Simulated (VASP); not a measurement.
# MgSe (Fm-3m) in VASP: relaxation of cell and atoms with PBE

Aim: the relaxation of cell and atoms of MgSe with PBE.

All numbers are computed with VASP 6.6.1; they aren't measurements. Logs are shortened: lines on timing, memory, paths and dates and some standing lists are left out, and cuts for length are marked.

## (1) Starting point

It takes space group Fm-3m (No. 225, cubic). The conventional cell has a = 5.500 Å, b = 5.500 Å, c = 5.500 Å, α = 90.00°, β = 90.00°, γ = 90.00°. Around Mg (site symmetry m-3m) lie 6 Se at 2.75 Å. Around Se (site symmetry m-3m) lie 6 Mg at 2.75 Å.

The cell was built by a generator and needn't be a form met in nature.

## (2) Relaxation of cell and atoms, PBE

Input file INCAR:

```
PREC = Normal ; ENCUT = 520
EDIFF = 1E-4 ; ISMEAR = 0
SIGMA = 0.15 ; LREAL = False
LASPH = True ; NELM = 60
ALGO = Fast ; ISIF = 3
LWAVE = False ; LCHARG = False
GGA = PE ; IBRION = 2
NSW = 24 ; EDIFFG = -0.08
```

Input file KPOINTS:

```
regular mesh
0
Gamma
  5 5 5
```

Input file POSCAR:

```
MgSe
1.0
    0.0000000000      2.7500000000      2.7500000000
    2.7500000000      0.0000000000      2.7500000000
    2.7500000000      2.7500000000      0.0000000000
Mg Se
1 1
Direct
    0.0000000000      0.0000000000      0.0000000000
    0.5000000000      0.5000000000      0.5000000000
```

Potentials or basis: VASP PAW PBE potentials, release 64 (Mg, Se).

On the command line:

```sh
$ cat potpaw_PBE.64/Mg/POTCAR potpaw_PBE.64/Se/POTCAR > POTCAR
$ mpirun -np 1 vasp_std > vasp.out
```

OUTCAR:

```text
PREC = Normal
   ENCUT = 520
   EDIFF = 1E-4
   ISMEAR = 0
   LREAL = False
   LASPH = True
   NELM = 60
   ISIF = 3
   GGA = PE
   IBRION = 2
   NSW = 24
   EDIFFG = -0.08

 ion  position               nearest neighbor table
   1  0.000  0.000  0.000-   2 2.75   2 2.75   2 2.75   2 2.75   2 2.75   2 2.75
   2  0.500  0.500  0.500-   1 2.75   1 2.75   1 2.75   1 2.75   1 2.75   1 2.75

  LATTYP: Found a face centered cubic cell.
 ALAT       =     5.5000000000

  Lattice vectors:

 A1 = (   0.0000000000,   2.7500000000,   2.7500000000)
 A2 = (   2.7500000000,   0.0000000000,   2.7500000000)
 A3 = (   2.7500000000,   2.7500000000,   0.0000000000)

Analysis of symmetry for initial positions (statically):
=====================================================================
 Subroutine PRICEL returns:
 Original cell was already a primitive cell.

 Routine SETGRP: Setting up the symmetry group for a
 face centered cubic supercell.

 Subroutine GETGRP returns: Found 48 space group operations
 (whereof 48 operations were pure point group operations)
 out of a pool of 48 trial point group operations.

The static configuration has the point symmetry O_h .

Analysis of symmetry for dynamics (positions and initial velocities):
=====================================================================
 Subroutine PRICEL returns:
 Original cell was already a primitive cell.

 Routine SETGRP: Setting up the symmetry group for a
 face centered cubic supercell.

 Subroutine GETGRP returns: Found 48 space group operations
 (whereof 48 operations were pure point group operations)
 out of a pool of 48 trial point group operations.

The dynamic configuration has the point symmetry O_h .

 Subroutine INISYM returns: Found 48 space group operations
 (whereof 48 operations are pure point group operations),
 and found     1 'primitive' translations

----------------------------------------------------------------------------------------

                                     Primitive cell

  volume of cell :      41.5938

  direct lattice vectors                    reciprocal lattice vectors
     0.000000000  2.750000000  2.750000000    -0.181818182  0.181818182  0.181818182
     2.750000000  0.000000000  2.750000000     0.181818182 -0.181818182  0.181818182
     2.750000000  2.750000000  0.000000000     0.181818182  0.181818182 -0.181818182

  length of vectors
     3.889087297  3.889087297  3.889087297     0.314918329  0.314918329  0.314918329

  position of ions in fractional coordinates (direct lattice)
     0.000000000  0.000000000  0.000000000
     0.500000000  0.500000000  0.500000000

  ion indices of the primitive-cell ions
   primitive index   ion index
                 1           1
                 2           2

----------------------------------------------------------------------------------------

 KPOINTS: regular mesh

Automatic generation of k-mesh.
 Grid dimensions read from file:
 generate k-points for:    5    5    5

 Generating k-lattice:

  Cartesian coordinates                     Fractional coordinates (reciprocal lattice)
    -0.036363636  0.036363636  0.036363636     0.200000000  0.000000000  0.000000000
     0.036363636 -0.036363636  0.036363636     0.000000000  0.200000000  0.000000000
     0.036363636  0.036363636 -0.036363636     0.000000000  0.000000000  0.200000000

  Length of vectors
     0.062983666  0.062983666  0.062983666

  Shift w.r.t. Gamma in fractional coordinates (k-lattice)
     0.000000000  0.000000000  0.000000000

 Subroutine IBZKPT returns following result:
 ===========================================

 Found     10 irreducible k-points:

 Following reciprocal coordinates:
            Coordinates               Weight
  0.000000  0.000000  0.000000      1.000000
  0.200000  0.000000  0.000000      8.000000
  0.400000  0.000000  0.000000      8.000000
  0.200000  0.200000  0.000000      6.000000
  0.400000  0.200000  0.000000     24.000000
 -0.400000  0.200000  0.000000     24.000000
 -0.200000  0.200000  0.000000     12.000000
  0.400000  0.400000  0.000000      6.000000
 -0.400000  0.400000  0.000000     12.000000
 -0.400000  0.400000  0.200000     24.000000
   k-points           NKPTS =     10   k-points in BZ     NKDIM =     10   number of bands    NBANDS=      8
   number of dos      NEDOS =    301   number of ions     NIONS =      2
   total plane-waves  NPLWV =  13824
   dimension x,y,z NGX =    24 NGY =   24 NGZ =   24
   dimension x,y,z NGXF=    48 NGYF=   48 NGZF=   48
   ions per type =               1   1
   NGX,Y,Z   is equivalent  to a cutoff of  10.26, 10.26, 10.26 a.u.
   NGXF,Y,Z  is equivalent  to a cutoff of  20.52, 20.52, 20.52 a.u.
 SYSTEM =  unknown system
   PREC   = normal    normal or accurate (medium, high low for compatibility)
   ISTART =      0    job   : 0-new  1-cont  2-samecut
   ICHARG =      2    charge: 1-file 2-atom 10-const
   ISPIN  =      1    spin polarized calculation?
   LNONCOLLINEAR =      F non collinear calculations
   LSORBIT =      F    spin-orbit coupling
   LASPH  =      T    aspherical Exc in radial PAW
   ENCUT  =  520.0 eV  38.22 Ry    6.18 a.u.   7.23  7.23  7.23*2*pi/ulx,y,z
   NELM   =     60;   NELMIN=  2; NELMDL= -5     # of ELM steps
   EDIFF  = 0.1E-03   stopping-criterion for ELM
   LREAL  =      F    real-space projection
   EDIFFG = -.8E-01   stopping-criterion for IOM
   NSW    =     24    number of steps for IOM
   IBRION =      2    ionic relax: 0-MD 1-quasi-New 2-CG
   NFREE  =      1    steps in history (QN), initial steepest desc. (CG)
   ISIF   =      3    stress and relaxation
   ISYM   =      2    0-nonsym 1-usesym 2-fastsym
   POTIM  = 0.5000    time-step for ionic-motion
   TEBEG  =    0.0;   TEEND  =   0.0 temperature during run
   PSTRESS=    0.0 pullay stress
   NELECT =       8.0000    total number of electrons
   NUPDOWN=      -1.0000    fix difference up-down
   EMIN   =  10.00;   EMAX   =-10.00  energy-range for DOS
   EFERMI =   0.00;   METHOD = LEGACY
   ISMEAR =     0;   SIGMA  =   0.15  broadening in eV -4-tet -1-fermi 0-gaus
   EFERMI_NEDOS =   21; number of points for ismear=-14 and -15
   IALGO  =     68    algorithm
   IMIX   =      4    mixing-type and parameters
     AMIX     =   0.40;   BMIX     =  1.00
     AMIX_MAG =   1.60;   BMIX_MAG =  1.00
  volume/ion in A,a.u.               =      20.80       140.34
  Fermi-wavevector in a.u.,A,eV,Ry     =   0.944993  1.785779 12.150174  0.893013
  Thomas-Fermi vector in A             =   2.072852
   LORBIT       =      0    0 simple, 1 ext, 2 COOP (PROOUT), +10 PAW based schemes
   GGA     = PE    functional components
   LHFCALC =     F    Hartree Fock is set to
   AEXX    =    0.0000 exact exchange contribution
   IVDW    =     0    specifies the selected vdW correction
   LEPSILON=     F    determine dielectric tensor
   LRPA    =     F    only Hartree local field effects (RPA)
 conjugate gradient relaxation of ions
 non-spin polarized calculation
 RMM-DIIS sequential band-by-band and
 Gauss-broadening in eV      SIGMA  =   0.15
  energy-cutoff  :      520.00
  volume of cell :       41.59
 maximum number of plane-waves:      1139
   NGX = 15   NGY = 15   NGZ = 15

 number of electron       7.9999998 magnetization

 Free energy of the ion-electron system (eV)
  ---------------------------------------------------
  ext. energy  EPLUGINS =         0.00000000
  ---------------------------------------------------
  free energy    TOTEN  =        -7.47297358 eV

  energy without entropy =       -7.47297358  energy(sigma->0) =       -7.47297358

 E-fermi :   3.7097     XC(G=0):  -9.3780

 val. band max:        3.0189218951   @ k =   0.0000   0.0000   0.0000
 cond. band min:       5.1676795535   @ k =   0.4000   0.4000   0.0000
 fundamental gap:      2.1487576584
 Fermi energy:         3.7097190901

 k-point     1 :       0.0000    0.0000    0.0000
  band No.  band energies     occupation
      1      -9.7780      2.00000
      2       3.0189      2.00000
      3       3.0189      2.00000
      4       3.0189      2.00000
      5       5.4305      0.00000
      6      10.4282      0.00000
      7      10.4282      0.00000
      8      10.4282      0.00000

 k-point     2 :       0.2000    0.0000    0.0000
  band No.  band energies     occupation
      1      -9.4667      2.00000
      2       0.7463      2.00000
      3       2.8032      2.00000
      4       2.8032      2.00000
      5       6.9366      0.00000
      6      10.2402      0.00000
      7      10.3898      0.00000
      8      10.3898      0.00000

 k-point     3 :       0.4000    0.0000    0.0000
  band No.  band energies     occupation
      1      -8.8450      2.00000
      2      -1.4576      2.00000
      3       2.5104      2.00000
      4       2.5104      2.00000
      5       6.8702      0.00000
      6       9.2330      0.00000
      7       9.2330      0.00000
      8      11.4869      0.00000

 k-point     4 :       0.2000    0.2000    0.0000
  band No.  band energies     occupation
      1      -9.3667      2.00000
      2       0.8976      2.00000
      3       2.2857      2.00000
      4       2.2857      2.00000
      5       7.4302      0.00000
      6       8.6509      0.00000
      7       9.7288      0.00000
      8      11.8937      0.00000

 k-point     5 :       0.4000    0.2000    0.0000
  band No.  band energies     occupation
      1      -8.8417      2.00000
      2      -0.7196      2.00000
      3       1.5586      2.00000
      4       1.9448      2.00000
      5       6.9616      0.00000
      6       8.9353      0.00000
      7      10.1952      0.00000
      8      11.0973      0.00000

 k-point     6 :      -0.4000    0.2000    0.0000
  band No.  band energies     occupation
      1      -8.5910      2.00000
      2      -1.3252      2.00000
      3       0.8816      2.00000
      4       2.1551      2.00000
      5       7.2482      0.00000
      6       9.1167      0.00000
      7      10.0616      0.00000
      8      12.2154      0.00000

 k-point     7 :      -0.2000    0.2000    0.0000
  band No.  band energies     occupation
      1      -9.0418      2.00000
      2      -0.3213      2.00000
      3       1.3434      2.00000
      4       2.6984      2.00000
      5       8.3086      0.00000
      6       9.2037      0.00000
      7       9.9065      0.00000
      8       9.9814      0.00000

 k-point     8 :       0.4000    0.4000    0.0000
  band No.  band energies     occupation
      1      -8.5717      2.00000
      2      -0.8577      2.00000
      3       1.4181      2.00000
      4       1.4181      2.00000
      5       5.1677      0.00000
      6       7.2274      0.00000
      7      13.2847      0.00000
      8      14.3076      0.00000

 k-point     9 :      -0.4000    0.4000    0.0000
  band No.  band energies     occupation
      1      -8.4057      2.00000
      2      -0.8025      2.00000
      3       0.1301      2.00000
      4       1.5166      2.00000
      5       5.7088      0.00000
      6       8.5483      0.00000
      7      12.3961      0.00000
      8      13.2151      0.00000

 k-point    10 :      -0.4000    0.4000    0.2000
  band No.  band energies     occupation
      1      -8.4824      2.00000
      2      -0.7251      2.00000
      3       0.3191      2.00000
      4       1.1822      2.00000
      5       7.2621      0.00000
      6       9.5886      0.00000
      7       9.6020      0.00000
      8      12.2636      0.00000

------------------------ aborting loop because EDIFF is reached ----------------------------------------

  FORCE on cell =-STRESS in cart. coord.  units (eV):
  Direction    XX          YY          ZZ          XY          YZ          ZX
  --------------------------------------------------------------------------------------
  -------------------------------------------------------------------------------------
  Total        0.0382969      0.0382969      0.0382969      0.0000000      0.0000000     -0.0000000
  in kB        1.4751821      1.4751821      1.4751821      0.0000000      0.0000000     -0.0000000
  external PRESSURE =       1.4751821 kB  Pullay stress =       0.0000000 kB

 VOLUME and BASIS-vectors are now :
 -----------------------------------------------------------------------------
  energy-cutoff  :      520.00
  volume of cell :       41.59
      direct lattice vectors                 reciprocal lattice vectors
     0.000000000  2.750000000  2.750000000    -0.181818182  0.181818182  0.181818182
     2.750000000  0.000000000  2.750000000     0.181818182 -0.181818182  0.181818182
     2.750000000  2.750000000  0.000000000     0.181818182  0.181818182 -0.181818182

 POSITION                                       TOTAL-FORCE (eV/Angst)
 -----------------------------------------------------------------------------------
      0.00000      0.00000      0.00000        -0.000000      0.000000     -0.000000
      2.75000      2.75000      2.75000         0.000000     -0.000000      0.000000
 -----------------------------------------------------------------------------------
    total drift:                               -0.000000     -0.000000      0.000000

  FREE ENERGIE OF THE ION-ELECTRON SYSTEM (eV)
  ---------------------------------------------------
  free  energy   TOTEN  =        -7.4729735770 eV

  energy  without entropy=       -7.4729735770  energy(sigma->0) =       -7.47297358

 reached required accuracy - stopping structural energy minimisation
```

It took 3.8 s on 1 thread of Intel Xeon 6975P-C (Granite Rapids), shared host; peak memory 0.12 GiB.

Results:

```yaml
Free_energy: -7.4730 eV
Pressure_after_relaxing: 0.1 GPa
Band_gap_on_the_k_mesh: 2.15 eV, indirect (least direct gap 2.41 eV)
```

Final structure:
```
Mg Se
1.0
     0.00000    2.75000    2.75000
     2.75000    0.00000    2.75000
     2.75000    2.75000    0.00000
Mg Se
1 1
Direct
  0.00000 0.00000 0.00000
  0.50000 0.50000 0.50000
```

Caveat: the relaxation stopped at its first step, so nothing moved; an odd mesh through Γ misses points on the zone boundary, where band edges often lie. Expect the measured gap to be larger: semilocal functionals such as PBE lack the derivative discontinuity.
